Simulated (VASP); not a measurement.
# InAs (F-43m) in VASP: a series of runs

One crystal, InAs, is run at these levels: PBEsol; tasks: relaxation of cell and atoms, relaxation of the atoms.

All numbers are computed with VASP 6.6.1; they aren't measurements. Logs are shortened: lines on timing, memory, paths and dates and some standing lists are left out, and cuts for length are marked.

### 1 Starting point

It takes space group F-43m (No. 216, cubic). The conventional cell has a = 6.036 Å, b = 6.036 Å, c = 6.036 Å, α = 90.00°, β = 90.00°, γ = 90.00°. In (site symmetry -43m) is surrounded by 4 As at 2.61 Å. Around As (site symmetry -43m) lie 4 In at 2.61 Å.

### 2 Relaxation of cell and atoms, PBEsol

File INCAR:

```
SYSTEM = InAs
PREC     = Accurate       ! precision mode
ENCUT    = 600            ! plane-wave cutoff, eV
EDIFF    = 1E-6           ! SCF threshold, eV
ISMEAR   = 0              ! smearing method
SIGMA    = 0.03           ! smearing width, eV
LREAL    = .FALSE.        ! projectors in reciprocal space
LASPH    = .TRUE.         ! aspherical terms in the spheres
NELM     = 80             ! most SCF steps
ALGO     = Normal         ! electronic algorithm
ISIF     = 3              ! what is computed and relaxed
LWAVE    = .FALSE.        ! write WAVECAR
LCHARG   = .FALSE.        ! write CHGCAR
GGA      = PS             ! functional
IBRION   = 2              ! ionic algorithm
NSW      = 90             ! ionic steps
EDIFFG   = -0.01          ! ionic threshold
```

File KPOINTS:

```
regular mesh
0
G
  10 10 10
  0 0 0
```

File POSCAR:

```
InAs
1.0
    0.0000000000      3.0180000000      3.0180000000
    3.0180000000      0.0000000000      3.0180000000
    3.0180000000      3.0180000000      0.0000000000
In As
1 1
Direct
    0.0000000000      0.0000000000      0.0000000000
    0.2500000000      0.2500000000      0.2500000000
```

Potentials or basis: VASP PAW PBE potentials, release 64 (In_d, As).

The run is started by

```
> cat potpaw_PBE.64/In_d/POTCAR potpaw_PBE.64/As/POTCAR > POTCAR
> mpirun -np 1 vasp_std > vasp.out
```

OUTCAR:

```text
SYSTEM = InAs
   PREC = Accurate
   ENCUT = 600
   EDIFF = 1E-6
   ISMEAR = 0
   LREAL = .FALSE.
   LASPH = .TRUE.
   NELM = 80
   ISIF = 3
   GGA = PS
   IBRION = 2
   NSW = 90
   EDIFFG = -0.01

 ion  position               nearest neighbor table
   1  0.000  0.000  0.000-   2 2.61   2 2.61   2 2.61   2 2.61
   2  0.250  0.250  0.250-   1 2.61   1 2.61   1 2.61   1 2.61

  LATTYP: Found a face centered cubic cell.
 ALAT       =     6.0360000000

  Lattice vectors:

 A1 = (   0.0000000000,   3.0180000000,   3.0180000000)
 A2 = (   3.0180000000,   0.0000000000,   3.0180000000)
 A3 = (   3.0180000000,   3.0180000000,   0.0000000000)

Analysis of symmetry for initial positions (statically):
=====================================================================
 Subroutine PRICEL returns:
 Original cell was already a primitive cell.

 Routine SETGRP: Setting up the symmetry group for a
 face centered cubic supercell.

 Subroutine GETGRP returns: Found 24 space group operations
 (whereof 24 operations were pure point group operations)
 out of a pool of 48 trial point group operations.

The static configuration has the point symmetry T_d .

Analysis of symmetry for dynamics (positions and initial velocities):
=====================================================================
 Subroutine PRICEL returns:
 Original cell was already a primitive cell.

 Routine SETGRP: Setting up the symmetry group for a
 face centered cubic supercell.

 Subroutine GETGRP returns: Found 24 space group operations
 (whereof 24 operations were pure point group operations)
 out of a pool of 48 trial point group operations.

The dynamic configuration has the point symmetry T_d .

 Subroutine INISYM returns: Found 24 space group operations
 (whereof 24 operations are pure point group operations),
 and found     1 'primitive' translations

----------------------------------------------------------------------------------------

                                     Primitive cell

  volume of cell :      54.9778

  direct lattice vectors                    reciprocal lattice vectors
     0.000000000  3.018000000  3.018000000    -0.165672631  0.165672631  0.165672631
     3.018000000  0.000000000  3.018000000     0.165672631 -0.165672631  0.165672631
     3.018000000  3.018000000  0.000000000     0.165672631  0.165672631 -0.165672631

  length of vectors
     4.268096531  4.268096531  4.268096531     0.286953414  0.286953414  0.286953414

  position of ions in fractional coordinates (direct lattice)
     0.000000000  0.000000000  0.000000000
     0.250000000  0.250000000  0.250000000

  ion indices of the primitive-cell ions
   primitive index   ion index
                 1           1
                 2           2

----------------------------------------------------------------------------------------

 KPOINTS: regular mesh

Automatic generation of k-mesh.
 Grid dimensions read from file:
 generate k-points for:   10   10   10

 Generating k-lattice:

  Cartesian coordinates                     Fractional coordinates (reciprocal lattice)
    -0.016567263  0.016567263  0.016567263     0.100000000  0.000000000  0.000000000
     0.016567263 -0.016567263  0.016567263     0.000000000  0.100000000  0.000000000
     0.016567263  0.016567263 -0.016567263     0.000000000  0.000000000  0.100000000

  Length of vectors
     0.028695341  0.028695341  0.028695341

  Shift w.r.t. Gamma in fractional coordinates (k-lattice)
     0.000000000  0.000000000  0.000000000

 Subroutine IBZKPT returns following result:
 ===========================================

 Found     47 irreducible k-points:

 Following reciprocal coordinates:
            Coordinates               Weight
  0.000000  0.000000  0.000000      1.000000
  0.100000  0.000000  0.000000      8.000000
  0.200000  0.000000  0.000000      8.000000
  0.300000  0.000000  0.000000      8.000000
  0.400000  0.000000  0.000000      8.000000
  0.500000  0.000000  0.000000      4.000000
[... 16 lines left out ...]
  0.300000  0.300000  0.000000      6.000000
  0.400000  0.300000  0.000000     24.000000
 [... further k-points ...]
   k-points           NKPTS =     47   k-points in BZ     NKDIM =     47   number of bands    NBANDS=     13
   number of dos      NEDOS =    301   number of ions     NIONS =      2
   total plane-waves  NPLWV =  46656
   dimension x,y,z NGX =    36 NGY =   36 NGZ =   36
   dimension x,y,z NGXF=    72 NGYF=   72 NGZF=   72
   ions per type =               1   1
   NGX,Y,Z   is equivalent  to a cutoff of  14.02, 14.02, 14.02 a.u.
   NGXF,Y,Z  is equivalent  to a cutoff of  28.04, 28.04, 28.04 a.u.
 SYSTEM =  InAs
   PREC   = accura    normal or accurate (medium, high low for compatibility)
   ISTART =      0    job   : 0-new  1-cont  2-samecut
   ICHARG =      2    charge: 1-file 2-atom 10-const
   ISPIN  =      1    spin polarized calculation?
   LNONCOLLINEAR =      F non collinear calculations
   LSORBIT =      F    spin-orbit coupling
   LASPH  =      T    aspherical Exc in radial PAW
   ENCUT  =  600.0 eV  44.10 Ry    6.64 a.u.   8.52  8.52  8.52*2*pi/ulx,y,z
   NELM   =     80;   NELMIN=  2; NELMDL= -5     # of ELM steps
   EDIFF  = 0.1E-05   stopping-criterion for ELM
   LREAL  =      F    real-space projection
   EDIFFG = -.1E-01   stopping-criterion for IOM
   NSW    =     90    number of steps for IOM
   IBRION =      2    ionic relax: 0-MD 1-quasi-New 2-CG
   NFREE  =      1    steps in history (QN), initial steepest desc. (CG)
   ISIF   =      3    stress and relaxation
   ISYM   =      2    0-nonsym 1-usesym 2-fastsym
   POTIM  = 0.5000    time-step for ionic-motion
   TEBEG  =    0.0;   TEEND  =   0.0 temperature during run
   PSTRESS=    0.0 pullay stress
   NELECT =      18.0000    total number of electrons
   NUPDOWN=      -1.0000    fix difference up-down
   EMIN   =  10.00;   EMAX   =-10.00  energy-range for DOS
   EFERMI =   0.00;   METHOD = LEGACY
   ISMEAR =     0;   SIGMA  =   0.03  broadening in eV -4-tet -1-fermi 0-gaus
   EFERMI_NEDOS =   21; number of points for ismear=-14 and -15
   IALGO  =     38    algorithm
   IMIX   =      4    mixing-type and parameters
     AMIX     =   0.40;   BMIX     =  1.00
     AMIX_MAG =   1.60;   BMIX_MAG =  1.00
  volume/ion in A,a.u.               =      27.49       185.50
  Fermi-wavevector in a.u.,A,eV,Ry     =   1.128331  2.132236 17.321990  1.273130
  Thomas-Fermi vector in A             =   2.265020
   LORBIT       =      0    0 simple, 1 ext, 2 COOP (PROOUT), +10 PAW based schemes
   GGA     = PS    functional components
   LHFCALC =     F    Hartree Fock is set to
   AEXX    =    0.0000 exact exchange contribution
   IVDW    =     0    specifies the selected vdW correction
   LEPSILON=     F    determine dielectric tensor
   LRPA    =     F    only Hartree local field effects (RPA)
 conjugate gradient relaxation of ions
 non-spin polarized calculation
 Gauss-broadening in eV      SIGMA  =   0.03
  energy-cutoff  :      600.00
  volume of cell :       54.98
 maximum number of plane-waves:      1854
 NGX is ok and might be reduce to    36
   NGX = 17   NGY = 17   NGZ = 17

--------------------------------------- Ionic step        1  -------------------------------------------

 number of electron      18.0000003 magnetization

 Free energy of the ion-electron system (eV)
  ---------------------------------------------------
  ext. energy  EPLUGINS =         0.00000000
  ---------------------------------------------------
  free energy    TOTEN  =        -8.48258744 eV

  energy without entropy =       -8.48254116  energy(sigma->0) =       -8.48256430

 E-fermi :   4.4372     XC(G=0):  -9.3082

 val. band max:        4.4280757955   @ k =   0.0000   0.0000   0.0000
 cond. band min:       5.3138913391   @ k =   0.5000   0.0000   0.0000
 fundamental gap:      0.8858155435
 Fermi energy:         4.4372128700

 k-point     1 :       0.0000    0.0000    0.0000
  band No.  band energies     occupation
      1      -9.9157      2.00000
      2      -9.9157      2.00000
      3      -9.9157      2.00000
      4      -9.7854      2.00000
      5      -9.7854      2.00000
      6      -7.4982      2.00000
      7       4.1730      2.00000
      8       4.4281      1.33333
      9       4.4281      1.33333
     10       4.4281      1.33333
     11       8.2865      0.00000
     12       8.2865      0.00000
     13       8.2865      0.00000

 k-point     2 :       0.1000    0.0000    0.0000
  band No.  band energies     occupation
      1      -9.9299      2.00000
      2      -9.9117      2.00000
      3      -9.9117      2.00000
      4      -9.7855      2.00000
      5      -9.7855      2.00000
      6      -7.3919      2.00000
      7       2.8805      2.00000
      8       4.2966      2.00000
      9       4.2966      2.00000
     10       5.3430      0.00000
     11       8.3433      0.00000
     12       8.4787      0.00000
     13       8.4787      0.00000
[... 401 lines left out ...]
 VOLUME and BASIS-vectors are now :
 -----------------------------------------------------------------------------
  energy-cutoff  :      600.00
  volume of cell :       57.21
      direct lattice vectors                 reciprocal lattice vectors
     0.000000000  3.058384206  3.058384206    -0.163485019  0.163485019  0.163485019
     3.058384206  0.000000000  3.058384206     0.163485019 -0.163485019  0.163485019
     3.058384206  3.058384206 -0.000000000     0.163485019  0.163485019 -0.163485019

 POSITION                                       TOTAL-FORCE (eV/Angst)
 -----------------------------------------------------------------------------------
      6.11677      6.11677      6.11677        -0.000000     -0.000000     -0.000000
      1.52919      1.52919      1.52919         0.000000      0.000000      0.000000
 -----------------------------------------------------------------------------------
    total drift:                               -0.000000     -0.000000     -0.000000

  FREE ENERGIE OF THE ION-ELECTRON SYSTEM (eV)
  ---------------------------------------------------
  free  energy   TOTEN  =        -8.4884693403 eV

  energy  without entropy=       -8.4884230616  energy(sigma->0) =       -8.48844620

--------------------------------------- Ionic step        3  -------------------------------------------

 number of electron      18.0000003 magnetization

 Free energy of the ion-electron system (eV)
  ---------------------------------------------------
  ext. energy  EPLUGINS =         0.00000000
  ---------------------------------------------------
  free energy    TOTEN  =        -8.49004261 eV

  energy without entropy =       -8.48999633  energy(sigma->0) =       -8.49001947

 E-fermi :   4.1651     XC(G=0):  -9.1897

 val. band max:        4.1559976046   @ k =   0.0000   0.0000   0.0000
 cond. band min:       4.9842054483   @ k =   0.5000   0.0000   0.0000
 fundamental gap:      0.8282078437
 Fermi energy:         4.1651346773

 k-point     1 :       0.0000    0.0000    0.0000
  band No.  band energies     occupation
      1     -10.1329      2.00000
      2     -10.1329      2.00000
      3     -10.1329      2.00000
      4     -10.0138      2.00000
      5     -10.0138      2.00000
      6      -7.5955      2.00000
      7       3.7638      2.00000
      8       4.1560      1.33333
      9       4.1560      1.33333
     10       4.1560      1.33333
     11       8.0026      0.00000
     12       8.0026      0.00000
     13       8.0026      0.00000

 k-point     2 :       0.1000    0.0000    0.0000
  band No.  band energies     occupation
      1     -10.1454      2.00000
      2     -10.1293      2.00000
      3     -10.1293      2.00000
      4     -10.0139      2.00000
      5     -10.0139      2.00000
      6      -7.4945      2.00000
      7       2.5749      2.00000
      8       4.0306      2.00000
      9       4.0306      2.00000
     10       4.9895      0.00000
     11       8.0461      0.00000
     12       8.1880      0.00000
     13       8.1880      0.00000
[... 365 lines left out ...]
 VOLUME and BASIS-vectors are now :
 -----------------------------------------------------------------------------
  energy-cutoff  :      600.00
  volume of cell :       56.49
      direct lattice vectors                 reciprocal lattice vectors
     0.000000000  3.045454063  3.045454063    -0.164179131  0.164179131  0.164179131
     3.045454063  0.000000000  3.045454063     0.164179131 -0.164179131  0.164179131
     3.045454063  3.045454063 -0.000000000     0.164179131  0.164179131 -0.164179131

 POSITION                                       TOTAL-FORCE (eV/Angst)
 -----------------------------------------------------------------------------------
      0.00000      0.00000      0.00000         0.000000      0.000000      0.000000
      1.52273      1.52273      1.52273        -0.000000     -0.000000     -0.000000
 -----------------------------------------------------------------------------------
    total drift:                               -0.000000     -0.000000     -0.000000

  FREE ENERGIE OF THE ION-ELECTRON SYSTEM (eV)
  ---------------------------------------------------
  free  energy   TOTEN  =        -8.4900426072 eV

  energy  without entropy=       -8.4899963285  energy(sigma->0) =       -8.49001947

 reached required accuracy - stopping structural energy minimisation
```

It took 71 s on 1 thread of Intel Xeon Platinum 8488C (Sapphire Rapids), shared host; peak memory 0.24 GiB.

What came out:

- Free energy: -8.4900 eV
- Relaxed volume: 28.25 Å³/atom
- Relaxed cell: a = 4.307 Å, b = 4.307 Å, c = 4.307 Å, α = 60.00°, β = 60.00°, γ = 60.00°
- Space group after relaxing (to 0.05 Å): F-43m (No. 216)
- Energy gained by relaxing: 3.7 meV/atom
- Ionic steps: 3
- Pressure after relaxing: 0.0 GPa
- Band gap on the k mesh: none (metal or under the smearing width)

Step by step:
```tsv
step	energy change (eV)	largest force (eV/Å)	pressure (GPa)	volume (Å³)
1	0.0000	0.0000	1.62	54.98
2	-0.0059	0.0000	-0.70	57.21
3	-0.0075	0.0000	0.01	56.49
```

Final structure:
```yaml
crystal:
  lattice:
    - [0.00000, 3.04545, 3.04545]
    - [3.04545, 0.00000, 3.04545]
    - [3.04545, 3.04545, 0.00000]
  atoms:
    - { symbol: In, position: [0.00000, 0.00000, 0.00000] }
    - { symbol: As, position: [0.25000, 0.25000, 0.25000] }
```

Levels at points of the mesh, in eV from the Fermi level:
```
           k point  band 7  band 8  band 9  band 10  band 11  band 12
(0.00, 0.00, 0.00)   -0.40   -0.01   -0.01    -0.01     3.84     3.84
(0.50, 0.00, 0.00)   -5.71   -0.97   -0.97     0.82     4.60     4.60
(0.50, 0.50, 0.00)   -5.80   -2.28   -2.28     1.47     1.97     8.93
```

Caveat: the PAW data sets were made with another functional, which shifts forces and pressure a little; this crystal is a semiconductor, whose small gap the functional closes, so the metal is an error of the method.

### 3 Relaxation of cell and atoms, PBEsol

This run uses another cell than the first one, of 28.25 Å³/atom, 1.028 times its volume.

Changes to INCAR since step 2:

```diff
@@ -3,3 +3,3 @@
 ENCUT    = 600            ! plane-wave cutoff, eV
-EDIFF    = 1E-6           ! SCF threshold, eV
+EDIFF    = 1E-7           ! SCF threshold, eV
 ISMEAR   = 0              ! smearing method
@@ -16,2 +16,2 @@
 NSW      = 90             ! ionic steps
-EDIFFG   = -0.01          ! ionic threshold
+EDIFFG   = -0.005         ! ionic threshold
```

KPOINTS is that of step 2.

File POSCAR:

```
InAs                                    
1.0
    0.0000000000      3.0454540627      3.0454540627
    3.0454540627      0.0000000000      3.0454540627
    3.0454540627      3.0454540627     -0.0000000000
  In              As            
     1     1
Direct
     0.0000000000000000    0.0000000000000000    0.0000000000000000
     0.2500000000000000    0.2500000000000000    0.2500000000000000
```

Potentials or basis: VASP PAW PBE potentials, release 64 (In_d, As).

The run is started by

```
> cat potpaw_PBE.64/In_d/POTCAR potpaw_PBE.64/As/POTCAR > POTCAR
> mpirun -np 1 vasp_std > vasp.out
```

It took 38 s on 1 thread of Intel Xeon Platinum 8488C (Sapphire Rapids), shared host; peak memory 0.22 GiB.

Results (log left out):

```yaml
Free_energy: -8.4902 eV
Pressure_after_relaxing: 0.0 GPa
Band_gap_on_the_k_mesh: none (metal or under the smearing width)
```

Final structure:
```
In As
1.0
     0.00000    3.04545    3.04545
     3.04545    0.00000    3.04545
     3.04545    3.04545    0.00000
In As
1 1
Direct
  0.00000 0.00000 0.00000
  0.25000 0.25000 0.25000
```

Levels at points of the mesh, in eV from the Fermi level:
```
           k point  band 7  band 8  band 9  band 10  band 11  band 12
(0.00, 0.00, 0.00)   -0.40   -0.01   -0.01    -0.01     3.84     3.84
(0.50, 0.00, 0.00)   -5.71   -0.97   -0.97     0.82     4.60     4.60
(0.50, 0.50, 0.00)   -5.80   -2.28   -2.28     1.47     1.97     8.93
```

Caveat: the relaxation stopped at its first step, so nothing moved; the PAW data sets were made with another functional, which shifts forces and pressure a little; this crystal is a semiconductor, whose small gap the functional closes, so the metal is an error of the method.

(Continued in part 2 of 2.)
